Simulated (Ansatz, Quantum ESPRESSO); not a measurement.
# Band offsets of the AlP/GaP(110) superlattice, 5 + 5 layers, a = 5.4 Å, part 5 of 7

Aim: valence and conduction offsets of the AlP/GaP(110) superlattice, 5 + 5 layers, a = 5.4 Å from the line-up of mean potentials.

Quantum ESPRESSO 7.5; plane-wave DFT, LDA, GBRV ultrasoft pseudopotentials; cross-check by Ansatz 0.2.0 with PAW datasets.

So far. Step 3 (SCF with pw.x of bulk AlP): The run needed 8 iterations to bring the estimated error under 1e-07 Ry.

## 11. SCF with pw.x of the superlattice

The superlattice gives the step of the mean potential between the two crystals; (110) layers are neutral, so no field builds up.

System of this step: AlP/GaP(110) superlattice, 5 + 5 layers, a = 5.4 Å. The cell holds 20 atoms: 5 Al, 10 P and 5 Ga. Cell: a = 5.400 Å, b = 3.818 Å, c = 19.092 Å, α = 90.0°, β = 90.0°, γ = 90.0°. Regions: AlP, 10 atoms (5 Al and 5 P); GaP, 10 atoms (5 Ga and 5 P). The structure's axis is c.

ab.in

```
&control
  prefix = 'ab'
  outdir = './out'
  pseudo_dir = './pseudo'
  calculation = 'scf'
  tprnfor = .true.
/
&system
  ibrav = 0
  nat = 20
  ntyp = 3
  ecutwfc = 40
  ecutrho = 200
  occupations = 'smearing'
  smearing = 'fd'
  degauss = 0.002
/
&electrons
  conv_thr = 1e-07
  mixing_beta = 0.5
  electron_maxstep = 120
/
ATOMIC_SPECIES
  Al  26.9815  al_lda_v1.uspp.F.UPF
  P   30.9738  p_lda_v1.5.uspp.F.UPF
  Ga  69.7230  ga_lda_v1.4.uspp.F.UPF
CELL_PARAMETERS angstrom
  5.40000000000000 0.00000000000000 0.00000000000000
  0.00000000000000 3.81837661840000 0.00000000000000
  0.00000000000000 0.00000000000000 19.09188309200000
ATOMIC_POSITIONS crystal
  Al  0.000000000000 0.000000000000 0.000000000000
  P   0.250000000000 0.500000000000 0.000000000000
  Al  0.500000000000 0.500000000000 0.100000000000
  P   0.750000000000 0.000000000000 0.100000000000
  Al  0.000000000000 0.000000000000 0.200000000000
  P   0.250000000000 0.500000000000 0.200000000000
  Al  0.500000000000 0.500000000000 0.300000000000
  P   0.750000000000 0.000000000000 0.300000000000
  Al  0.000000000000 0.000000000000 0.400000000000
  P   0.250000000000 0.500000000000 0.400000000000
  Ga  0.500000000000 0.500000000000 0.500000000000
  P   0.750000000000 0.000000000000 0.500000000000
  Ga  0.000000000000 0.000000000000 0.600000000000
  P   0.250000000000 0.500000000000 0.600000000000
  Ga  0.500000000000 0.500000000000 0.700000000000
  P   0.750000000000 0.000000000000 0.700000000000
  Ga  0.000000000000 0.000000000000 0.800000000000
  P   0.250000000000 0.500000000000 0.800000000000
  Ga  0.500000000000 0.500000000000 0.900000000000
  P   0.750000000000 0.000000000000 0.900000000000
K_POINTS automatic
  6 8 1 0 0 0
```

Command:

```
> OMP_NUM_THREADS=1 mpirun -n 4 pw.x -nk 2 -in ab.in > ab.out
```

The log of the run:

```text
[banner, memory and clock lines left out]
Program PWSCF v.7.5 starts

          URL

     Message from routine setup:
     using ibrav=0 with symmetry is DISCOURAGED, use correct ibrav instead

     bravais-lattice index     =            0
     lattice parameter (alat)  =      10.2045  a.u.
     unit-cell volume          =    2656.5494 (a.u.)^3
     number of atoms/cell      =           20
     number of atomic types    =            3
     number of electrons       =       160.00
     number of Kohn-Sham states=           96
     kinetic-energy cutoff     =      40.0000  Ry
     charge density cutoff     =     200.0000  Ry
     scf convergence threshold =      1.0E-07
     mixing beta               =       0.5000
     number of iterations used =            8  plain     mixing
     Exchange-correlation=  SLA  PZ   NOGX NOGC
                           (   1   1   0   0   0   0   0)

     celldm(1)=  10.204521  celldm(2)=   0.000000  celldm(3)=   0.000000
     celldm(4)=   0.000000  celldm(5)=   0.000000  celldm(6)=   0.000000

     crystal axes: (cart. coord. in units of alat)
               a(1) = (   1.000000   0.000000   0.000000 )
               a(2) = (   0.000000   0.707107   0.000000 )
               a(3) = (   0.000000   0.000000   3.535534 )

     reciprocal axes: (cart. coord. in units 2 pi/alat)
               b(1) = (  1.000000  0.000000  0.000000 )
               b(2) = (  0.000000  1.414214  0.000000 )
               b(3) = (  0.000000  0.000000  0.282843 )

     PseudoPot. # 1 for Al read from file:
     ./pseudo/al_lda_v1.uspp.F.UPF
     Pseudo is Ultrasoft + core correction, Zval =  3.0
     Generated by new atomic code, or converted to UPF format
     Using radial grid of  893 points,  3 beta functions with:
                l(1) =   0
                l(2) =   1
                l(3) =   2
     Q(r) pseudized with  8 coefficients,  rinner =    0.900   0.900   0.900
                                                       0.900   0.900

     PseudoPot. # 2 for P  read from file:
     ./pseudo/p_lda_v1.5.uspp.F.UPF
     Pseudo is Ultrasoft + core correction, Zval =  5.0
     Generated by new atomic code, or converted to UPF format
     Using radial grid of  903 points,  6 beta functions with:
                l(1) =   0
                l(2) =   0
                l(3) =   1
                l(4) =   1
                l(5) =   2
                l(6) =   2
     Q(r) pseudized with  8 coefficients,  rinner =    1.300   1.300   1.300
                                                       1.300   1.300

     PseudoPot. # 3 for Ga read from file:
     ./pseudo/ga_lda_v1.4.uspp.F.UPF
     Pseudo is Ultrasoft + core correction, Zval = 19.0
     Generated by new atomic code, or converted to UPF format
     Using radial grid of  871 points,  6 beta functions with:
                l(1) =   0
                l(2) =   0
                l(3) =   1
                l(4) =   1
                l(5) =   2
                l(6) =   2
     Q(r) pseudized with  8 coefficients,  rinner =    1.250   1.250   1.250
                                                       1.250   1.250

     atomic species   valence    mass     pseudopotential
     Al                3.00    26.98150     Al( 1.00)
     P                 5.00    30.97380     P ( 1.00)
     Ga               19.00    69.72300     Ga( 1.00)

      2 Sym. Ops. (no inversion) found

   Cartesian axes

     site n.     atom                  positions (alat units)
         1        Al     tau(   1) = (   0.0000000   0.0000000   0.0000000  )
         2        P      tau(   2) = (   0.2500000   0.3535534   0.0000000  )
         3        Al     tau(   3) = (   0.5000000   0.3535534   0.3535534  )
         4        P      tau(   4) = (   0.7500000   0.0000000   0.3535534  )
         5        Al     tau(   5) = (   0.0000000   0.0000000   0.7071068  )
         6        P      tau(   6) = (   0.2500000   0.3535534   0.7071068  )
         7        Al     tau(   7) = (   0.5000000   0.3535534   1.0606602  )
         8        P      tau(   8) = (   0.7500000   0.0000000   1.0606602  )
         9        Al     tau(   9) = (   0.0000000   0.0000000   1.4142136  )
        10        P      tau(  10) = (   0.2500000   0.3535534   1.4142136  )
        11        Ga     tau(  11) = (   0.5000000   0.3535534   1.7677670  )
        12        P      tau(  12) = (   0.7500000   0.0000000   1.7677670  )
        13        Ga     tau(  13) = (   0.0000000   0.0000000   2.1213203  )
        14        P      tau(  14) = (   0.2500000   0.3535534   2.1213203  )
        15        Ga     tau(  15) = (   0.5000000   0.3535534   2.4748737  )
        16        P      tau(  16) = (   0.7500000   0.0000000   2.4748737  )
        17        Ga     tau(  17) = (   0.0000000   0.0000000   2.8284271  )
        18        P      tau(  18) = (   0.2500000   0.3535534   2.8284271  )
        19        Ga     tau(  19) = (   0.5000000   0.3535534   3.1819805  )
        20        P      tau(  20) = (   0.7500000   0.0000000   3.1819805  )

     number of k points=    20  Fermi-Dirac smearing, width (Ry)=  0.0020
                       cart. coord. in units 2pi/alat
        k(    1) = (   0.0000000   0.0000000   0.0000000), wk =   0.0416667
        k(    2) = (   0.0000000   0.1767767   0.0000000), wk =   0.0833333
        k(    3) = (   0.0000000   0.3535534   0.0000000), wk =   0.0833333
        k(    4) = (   0.0000000   0.5303301   0.0000000), wk =   0.0833333
        k(    5) = (   0.0000000  -0.7071068   0.0000000), wk =   0.0416667
        k(    6) = (   0.1666667   0.0000000   0.0000000), wk =   0.0833333
        k(    7) = (   0.1666667   0.1767767   0.0000000), wk =   0.1666667
        k(    8) = (   0.1666667   0.3535534   0.0000000), wk =   0.1666667
        k(    9) = (   0.1666667   0.5303301   0.0000000), wk =   0.1666667
        k(   10) = (   0.1666667  -0.7071068   0.0000000), wk =   0.0833333
        k(   11) = (   0.3333333   0.0000000   0.0000000), wk =   0.0833333
        k(   12) = (   0.3333333   0.1767767   0.0000000), wk =   0.1666667
        k(   13) = (   0.3333333   0.3535534   0.0000000), wk =   0.1666667
        k(   14) = (   0.3333333   0.5303301   0.0000000), wk =   0.1666667
        k(   15) = (   0.3333333  -0.7071068   0.0000000), wk =   0.0833333
        k(   16) = (  -0.5000000   0.0000000   0.0000000), wk =   0.0416667
        k(   17) = (  -0.5000000   0.1767767   0.0000000), wk =   0.0833333
        k(   18) = (  -0.5000000   0.3535534   0.0000000), wk =   0.0833333
        k(   19) = (  -0.5000000   0.5303301   0.0000000), wk =   0.0833333
[...]
-8.0000  -7.9973  -7.9862  -7.9805  -7.9098  -7.9087  -7.8750  -7.8747
    -7.8668  -7.8642  -7.8533  -7.8529  -7.8419  -7.8418  -7.8272  -7.8249
    -7.8138  -7.8117  -7.8009  -7.7929  -7.7874  -7.7807  -7.7752  -7.7743
    -3.8349  -3.7717  -3.5998  -3.5445  -3.5234  -3.4759  -3.0576  -3.0495
    -2.9094  -2.8935   0.0683   0.1252   0.1788   0.1831   0.1995   0.8169
     0.8585   0.9859   1.0495   1.0925   2.9074   2.9380   2.9396   2.9685
     3.7688   3.7880   3.7968   3.8416   3.8471   3.8739   3.9002   3.9084
     4.8751   4.8832   4.8963   4.9189   4.9616   4.9684   5.4952   5.5043
     8.9588   9.1281   9.2372   9.2890   9.2954   9.4066   9.4540   9.4706
     9.5633   9.7223  10.7727  10.8487  10.9858  11.0139  11.0831  11.0959

          k =-0.5000 0.0000 0.0000 ( 11288 PWs)   bands (ev):

   -86.9947 -86.9945 -86.9927 -86.9925 -86.9916 -86.9913 -86.9654 -86.9651
   -86.9650 -86.9647 -86.9643 -86.9639 -86.9615 -86.9612 -86.9602  -7.9886
    -7.9832  -7.9759  -7.9712  -7.9693  -7.9077  -7.9041  -7.8910  -7.8907
    -7.8754  -7.8731  -7.8694  -7.8669  -7.8657  -7.8631  -7.8248  -7.8229
    -7.8062  -7.8060  -7.8015  -7.7883  -7.7881  -7.7794  -7.7775  -7.7741
    -4.8320  -4.7624  -4.5684  -4.4052  -4.3949  -4.3923  -3.9655  -3.8939
    -3.8115  -3.7709   0.2052   0.3016   0.5678   0.7010   1.9686   2.0275
     2.0819   2.2355   3.1037   3.2559   4.8428   4.8615   4.8871   4.8989
     4.9138   4.9454   4.9513   4.9776   5.0574   5.1244   5.1290   5.1589
     5.3151   5.3373   5.3959   5.4221   5.4366   5.4629   5.5113   5.5312
     8.5777   8.7583   8.8498   8.8676   8.9295   9.2324   9.5520   9.5662
     9.5809   9.6920  10.2878  10.2957  10.9275  10.9688  11.1312  11.1930

          k =-0.5000 0.1768 0.0000 ( 11342 PWs)   bands (ev):

   -86.9948 -86.9946 -86.9927 -86.9924 -86.9917 -86.9914 -86.9655 -86.9651
   -86.9651 -86.9647 -86.9644 -86.9640 -86.9616 -86.9612 -86.9603  -7.9892
    -7.9830  -7.9770  -7.9698  -7.9678  -7.9094  -7.9072  -7.8892  -7.8890
    -7.8724  -7.8719  -7.8682  -7.8666  -7.8643  -7.8637  -7.8225  -7.8216
    -7.8093  -7.8089  -7.7991  -7.7876  -7.7874  -7.7830  -7.7793  -7.7766
    -4.7159  -4.6463  -4.4563  -4.3036  -4.2923  -4.2859  -3.8580  -3.7957
    -3.7107  -3.6741   0.2758   0.3757   0.6507   0.7955   1.9336   1.9801
     2.0212   2.2131   2.6807   2.7932   4.0099   4.0350   4.0571   4.0813
     4.4370   4.4600   4.5240   4.5332   4.8431   4.8663   4.9864   5.0379
     5.3722   5.3944   5.4135   5.4260   5.5012   5.5080   5.5091   5.5398
     9.1688   9.3190   9.3711   9.3822   9.4903   9.7650  10.2116  10.2335
    10.2570  10.4495  10.7177  10.7377  10.8676  10.9313  10.9539  11.0230

          k =-0.5000 0.3536 0.0000 ( 11382 PWs)   bands (ev):

   -86.9949 -86.9947 -86.9927 -86.9924 -86.9918 -86.9915 -86.9656 -86.9652
   -86.9651 -86.9647 -86.9645 -86.9641 -86.9617 -86.9612 -86.9604  -7.9932
    -7.9861  -7.9825  -7.9720  -7.9692  -7.9125  -7.9110  -7.8843  -7.8831
    -7.8716  -7.8700  -7.8640  -7.8630  -7.8582  -7.8565  -7.8176  -7.8167
    -7.8159  -7.8157  -7.7929  -7.7908  -7.7859  -7.7845  -7.7830  -7.7818
    -4.3969  -4.3274  -4.1482  -4.0278  -4.0165  -3.9885  -3.5640  -3.5283
    -3.4321  -3.4078   0.4008   0.5047   0.7933   0.9901   1.3832   1.4714
     1.5740   1.8099   1.8222   1.8368   3.2258   3.2374   3.3087   3.3594
     3.4732   3.4905   3.4928   3.5195   4.8967   4.9021   4.9392   4.9480
     4.9800   4.9965   5.1809   5.2235   5.5091   5.5099   5.5300   5.5302
     9.3898   9.5152   9.7539   9.8060   9.8822  10.0053  10.0206  10.1097
    10.1728  10.1908  11.0397  11.0756  11.1587  11.1743  11.3783  11.4149

          k =-0.5000 0.5303 0.0000 ( 11352 PWs)   bands (ev):

   -86.9949 -86.9946 -86.9927 -86.9924 -86.9917 -86.9914 -86.9656 -86.9652
   -86.9650 -86.9647 -86.9644 -86.9641 -86.9617 -86.9611 -86.9603  -7.9998
    -7.9928  -7.9910  -7.9806  -7.9774  -7.9119  -7.9106  -7.8789  -7.8785
    -7.8702  -7.8682  -7.8610  -7.8603  -7.8469  -7.8458  -7.8227  -7.8214
    -7.8119  -7.8106  -7.7986  -7.7866  -7.7860  -7.7844  -7.7822  -7.7797
    -3.9937  -3.9260  -3.7590  -3.6848  -3.6660  -3.6195  -3.2057  -3.1962
    -3.0726  -3.0593   0.2782   0.3351   0.3961   0.4016   0.4268   0.9843
     1.0270   1.1406   1.1992   1.2288   2.6675   2.6794   2.7398   2.7457
     3.6369   3.6593   3.6770   3.7128   4.1406   4.1480   4.2076   4.2120
     5.2098   5.2195   5.2290   5.2571   5.3513   5.3682   5.4183   5.4419
     8.8751   9.0504   9.6446   9.8120   9.8648   9.9065  10.1000  10.1008
    10.3807  10.4238  10.9878  11.0334  11.1832  11.2618  11.2729  11.3760

          k =-0.5000-0.7071 0.0000 ( 11412 PWs)   bands (ev):

   -86.9949 -86.9947 -86.9928 -86.9925 -86.9918 -86.9915 -86.9656 -86.9652
   -86.9651 -86.9648 -86.9645 -86.9641 -86.9618 -86.9612 -86.9604  -8.0031
    -7.9962  -7.9952  -7.9852  -7.9823  -7.9111  -7.9100  -7.8776  -7.8754
    -7.8711  -7.8662  -7.8599  -7.8590  -7.8424  -7.8420  -7.8252  -7.8234
    -7.8090  -7.8081  -7.8014  -7.7877  -7.7874  -7.7806  -7.7802  -7.7769
    -3.7861  -3.7215  -3.5584  -3.5054  -3.4828  -3.4336  -3.0338  -3.0257
    -2.8791  -2.8637  -0.0632  -0.0309   0.0634   0.0713   0.0801   0.6176
     0.6897   0.8698   1.0512   1.1309   2.7435   2.7789   2.7816   2.8152
     3.6435   3.6534   3.7177   3.7381   3.8903   3.9384   3.9463   3.9863
     4.9653   4.9667   4.9938   5.0047   5.5158   5.5188   5.5311   5.5342
     8.5318   8.7261   9.7586   9.9513  10.0000  10.0944  10.3388  10.3952
    10.5946  10.6310  10.7029  10.7208  10.9261  11.0211  11.1462  11.1885

     the Fermi energy is     7.2418 ev

!    total energy              =   -2264.42617975 Ry
     estimated scf accuracy    <       0.00000007 Ry
     smearing contrib. (-TS)   =      -0.00000000 Ry
     internal energy E=F+TS    =   -2264.42617975 Ry

     The total energy is F=E-TS. E is the sum of the following terms:
     one-electron contribution =   -3675.80122359 Ry
     hartree contribution      =    1894.69887982 Ry
     xc contribution           =    -319.66829039 Ry
     ewald contribution        =    -163.65554559 Ry

     convergence has been achieved in  22 iterations

     Forces acting on atoms (cartesian axes, Ry/au):

     atom    1 type  1   force =     0.00046189    0.00000000   -0.00127934
     atom    2 type  2   force =     0.00091308    0.00000000   -0.00263310
     atom    3 type  1   force =     0.00004911    0.00000000   -0.00052440
     atom    4 type  2   force =     0.00007683    0.00000000    0.00003665
     atom    5 type  1   force =     0.00001629    0.00000000    0.00000440
     atom    6 type  2   force =    -0.00032571    0.00000000    0.00001598
     atom    7 type  1   force =     0.00004331    0.00000000    0.00053536
     atom    8 type  2   force =     0.00007616    0.00000000   -0.00002882
     atom    9 type  1   force =     0.00046339    0.00000000    0.00129131
     atom   10 type  2   force =     0.00091577    0.00000000    0.00263027
     atom   11 type  3   force =     0.00021943    0.00000000    0.00245614
     atom   12 type  2   force =    -0.00144221    0.00000000    0.00294187
     atom   13 type  3   force =    -0.00016882    0.00000000    0.00102035
     atom   14 type  2   force =    -0.00013184    0.00000000   -0.00005046
     atom   15 type  3   force =    -0.00008866    0.00000000    0.00021653
     atom   16 type  2   force =     0.00044400    0.00000000    0.00000321
     atom   17 type  3   force =    -0.00021348    0.00000000   -0.00104045
     atom   18 type  2   force =    -0.00013391    0.00000000    0.00006723
     atom   19 type  3   force =     0.00026372    0.00000000   -0.00274026
     atom   20 type  2   force =    -0.00143837    0.00000000   -0.00292249

     Total force =     0.007579     Total SCF correction =     0.001498
     SCF correction compared to forces is large: reduce conv_thr to get better values

     XML data file, charge density, pseudopotentials, collected wavefunctions

                                        0.00s GPU  (    1604 calls)
```

Elapsed: 11 min, on 4 MPI ranks of Arm Neoverse V1, shared host; peak memory 1.1 GiB; 43 min of CPU time.

Numbers from this step:

| Quantity | Value |
| --- | --- |
| free energy | -30809.0877 eV |
| Fermi energy | 7.242 eV |

The program's own clock; routines nest. Time by routine:

| routine | wall time (s) | calls |
| --- | --- | --- |
| PWSCF | 646 | 1 |
| electrons | 635.4 | 1 |
| c_bands | 585.6 | 22 |
| cegterg | 554 | 230 |
| h_psi | 308.1 | 1604 |
| fftw | 192.8 | 195680 |
| vloc_psi | 185.1 | 1604 |
| calbec | 78.18 | 1864 |
| h_psi:calbec | 61.14 | 1604 |
| add_vuspsi | 59.8 | 1604 |
| s_psi | 59.63 | 1604 |
| sum_band | 44.19 | 22 |
| cdiaghg | 18.95 | 1594 |
| init_run | 6.88 | 1 |

The run needed 22 iterations to bring the estimated error under 1e-07 Ry; the largest force on any atom, held or free, is 0.08 eV/Å.

## 12. Electrostatic potential of the superlattice

ab.pot.in

```
&inputpp
  prefix = 'ab'
  outdir = './out'
  filplot = 'ab.pot.dat'
  plot_num = 11
/
```

Command:

```
> OMP_NUM_THREADS=1 mpirun -n 4 pp.x -in ab.pot.in > ab.pot.out
```

The log of the run:

```text
[banner, memory and clock lines left out]
Program POST-PROC v.7.5 starts

          URL

     ./out/ab.save/

     IMPORTANT: XC functional enforced from input :
     Exchange-correlation= PZ
                           (   1   1   0   0   0   0   0)
     Any further DFT definition will be discarded
     Please, verify this is what you really want

     Calling punch_plot, plot_num =  11
     Writing data to file  ab.pot.dat
     Message from routine chdens:
     namelist plot not found or invalid, exiting
```

The job ended after 1.3 s (4 MPI ranks; peak memory 0.14 GiB).

Electrostatic potential energy in the ca plane at fractional y = 0.000, with atoms of Al and P and Ga within 0.2 Å of it. With pseudopotentials it is smooth inside the atoms' cores, unlike the true potential.

Ten even steps from '0' (-73 eV) to '9' (4 eV), each cell a mean:
```
24789889852258988987323689889852147998997322
67886468876678754688766887557876578864688755
89862015898898510279888983004898898610168988
99961005899998400169999972003899998600058999
99974137999999632589999985226899999731379999
99998789999999987899999998788999999987899999
99999999999999999999999999999999999999999999
99999999999999999999999999999999999999999999
99999999999999999999999999999999999999999999
99999999999999999999999999999999999999999999
99999999999999999999999999999999999999999999
78999999987789999998878899999987789999999877
35799999864468999997535799999863358999998533
03799999741148999986202689999841137999997311
```
Columns run along c (16.0 Å, from fractional 0.00 to 0.84 of the cell; values clipped at the 3rd and 97th percentile), rows up along a (5.4 Å). Atoms in or near the plane, at fractional coordinates: Al at (0.00, 0.00), P at (0.10, 0.75), Al at (0.20, 0.00), P at (0.30, 0.75), Al at (0.40, 0.00), P at (0.50, 0.75), Ga at (0.60, 0.00), P at (0.70, 0.75), Ga at (0.80, 0.00).

## 13. Planar and running averages of the superlattice

ab.avg.in

```
1
ab.pot.dat
1.0
200
3
7.2156860495
```

Command:

```
> OMP_NUM_THREADS=1 average.x < ab.avg.in > ab.avg.out
```

The log of the run:

```text
[banner, memory and clock lines left out]
Program AVERAGE v.7.5 starts

          URL

     Reading header from file  ab.pot.dat
     Reading data from file  ab.pot.dat
     Output written to file avg.dat

[...]
```

Elapsed: 0.55 s, on 1 MPI rank; peak memory 0.11 GiB.

Numbers from this step:

| Quantity | Value |
| --- | --- |
| average.x's running mean in the AlP layers, on the run's own zero | 2.104 eV |
| slope of the running mean in the AlP layers | 3.03e-4 eV/Å |
| mean potential by an exact Fourier window in the AlP layers, on the run's own zero | 2.104 eV |
| average.x's running mean in the GaP layers, on the run's own zero | 1.985 eV |
| slope of the running mean in the GaP layers | -1.19e-4 eV/Å |
| mean potential by an exact Fourier window in the GaP layers, on the run's own zero | 1.985 eV |

Electrostatic potential energy of an electron; zero at the Fermi level; window 3.8184 Å. Table of potential energy, running mean by z:

| z (Å) | potential energy, running mean (eV) |
| --- | --- |
| 0 | -5.16 |
| 1 | -5.12 |
| 2 | -5.14 |
| 3 | -5.14 |
| 4 | -5.14 |
| 5 | -5.14 |
| 6 | -5.13 |
| 7 | -5.11 |
| 8 | -5.19 |
| 9 | -5.18 |
| 10 | -5.26 |
| 11 | -5.26 |
| 12 | -5.26 |
| 13 | -5.26 |
| 14 | -5.26 |
| 15 | -5.26 |
| 16 | -5.26 |
| 17 | -5.24 |
| 18 | -5.18 |

[end of part 5 of 7]

[Logs are printed without paths, hosts, clocks, repeated set-up lines and the standing remarks that a program may print on its own settings, such as how far it seeks lower states.]

[Hosts, paths, dates, database ids (printed as entryN), source tags and the programs' standing remarks are cut or masked in the printed files.]

[Maps of the electrostatic potential energy from Ansatz leave out the sawtooth potential of an applied field or a dipole correction, so their vacuum need not be flat; planar profiles and work functions include it.]
